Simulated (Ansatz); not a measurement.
## Ti₃PbO₇: Field gradients at the nuclei

The cell is a Materials Project structure (computed, not necessarily an observed phase).

```cif
data_Ti3PbO7
_symmetry_space_group_name_H-M 'P2_1/m'
_symmetry_Int_Tables_number 11
_cell_length_a 6.6095
_cell_length_b 3.8152
_cell_length_c 10.7613
_cell_angle_alpha 90.000
_cell_angle_beta 98.144
_cell_angle_gamma 90.000
loop_
_atom_site_label
_atom_site_type_symbol
_atom_site_symmetry_multiplicity
_atom_site_Wyckoff_symbol
_atom_site_fract_x
_atom_site_fract_y
_atom_site_fract_z
Ti1 Ti 2 e 0.5510 0.7500 0.8986
Ti3 Ti 2 e 0.6929 0.7500 0.5648
Ti5 Ti 2 e 0.2532 0.7500 0.6554
Pb Pb 2 e 0.0046 0.7500 0.1503
O9 O 2 e 0.4746 0.7500 0.0736
O11 O 2 e 0.7442 0.7500 0.3827
O13 O 2 e 0.3562 0.7500 0.4790
O15 O 2 e 0.8327 0.7500 0.9441
O17 O 2 e 0.9553 0.7500 0.6291
O19 O 2 e 0.5654 0.7500 0.7142
O21 O 2 e 0.2498 0.7500 0.8246
```

One atom of each set is listed.

All values are calculated (Ansatz; DFT, r2SCAN, plane waves and PAW (field gradients read without the response of the frozen cores, which leaves them typically 4 to 6 % off), scalar-relativistic, 500 eV cutoff, Γ-centred 4×6×2 k-points, Fermi–Dirac smearing 0.02 eV), not measured.

Conventions: |V_zz| ≥ |V_yy| ≥ |V_xx|, η = (V_xx − V_yy)/V_zz, C_Q = eQV_zz/h.

49Ti: I = 7/2, Q = 247.0 mb; ¹⁷O: I = 5/2, Q = -25.58 mb. Quadrupole moments are those of Pyykkö's year-2017 table.

```csv
site,atoms,first shell,V_zz (10²¹ V/m²),η,C_Q (MHz)
Ti1,2,6 O at 1.86–2.04 Å,3.49,0.96,20.8
Ti3,2,6 O at 1.77–2.29 Å,-1.86,0.65,-11.1
Ti5,2,6 O at 1.82–2.11 Å,2.71,0.53,16.2
Pb,2,5 O at 2.34–2.58 Å,13.90,0.98,–
O9,2,3 Ti at 1.94–2.02 Å; also 1 Pb at 3.33 Å,-3.26,0.33,2.02
O11,2,3 Ti at 1.95–2.03 Å; also 1 Pb at 3.23 Å,-2.99,0.78,1.85
O13,2,4 Ti at 1.98–2.29 Å,2.23,0.15,-1.38
O15,2,"1 Ti at 1.86 Å, 3 Pb at 2.34–2.48 Å",2.20,0.40,-1.36
O17,2,"2 Ti at 1.77–1.95 Å, angle 166°; also 2 Pb at 3.03 Å",1.11,0.33,-0.685
O19,2,3 Ti at 1.92–2.07 Å,1.38,0.34,-0.853
O21,2,"2 Ti at 1.82–2.04 Å, angle 104°; also 2 Pb at 2.58 Å",-1.91,0.16,1.18
```

At O9 V_zz stands upright on the plane through its three neighbours (within 4°). At O17 V_zz points along the line of its two bonds (within 5°). At O19 V_zz points along its shortest bond, to Ti (within 12°).

Pb has no stable isotope with a ground-state quadrupole moment in the table, so no C_Q is given.

Spin–orbit coupling is left out, which shifts gradients on Pb by a few per cent, and by more where contributions nearly cancel. Where η is near 1 the sign of V_zz means little.

The run took 62 s of wall time (62 s of CPU time) and 1.4 GiB at its peak, on 1 thread of Intel Xeon 6975P-C (Granite Rapids) (x86_64; 16 cores open to the job, memory cap 3.0 GiB, no GPU), a shared host with a load of 0.1 a core.
